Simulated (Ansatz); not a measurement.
Crystal: C.

```xyz
2
Lattice="2.1273 -1.2283 0.0000 2.1273 1.2283 0.0000 -1.3791 0.0000 3.5028" Properties=species:S:1:pos:R:3 pbc="T T T"
C    -0.6699    0.0000    3.5025
C     3.5455    0.0000    0.0003
```

This is a stacking variant of graphite.

Base run:

| Item | Value |
| --- | --- |
| Program | Ansatz 0.2.0 |
| Functional | PBEsol |
| Potentials or basis | Ansatz PAW |
| Cutoff | 420 eV |
| Density cutoff | 1680 eV |
| k mesh | 13 × 13 × 8 |
| Occupations | fermi-dirac, width 0.05 eV |
| Spin | no spin polarisation |

Its results: pressure 0.9 GPa; largest force 0.005 eV/Å.

Task: The run is repeated on the same cell with these changes: functional from PBEsol to LDA. What comes out?

Result: Pressure -4.1 GPa; largest force 0.003 eV/Å.

LDA binds more tightly than PBEsol, so the same cell stands under less pressure.

Caveats: the PAW data sets come from PBE, with cores solved anew for the run's functional, which leaves a small shift of forces and pressure; this functional lacks dispersion, which binds the layers, so the pressure and a relaxed spacing across them are unreliable (some runs).

Not every run made on this cell is shown here.
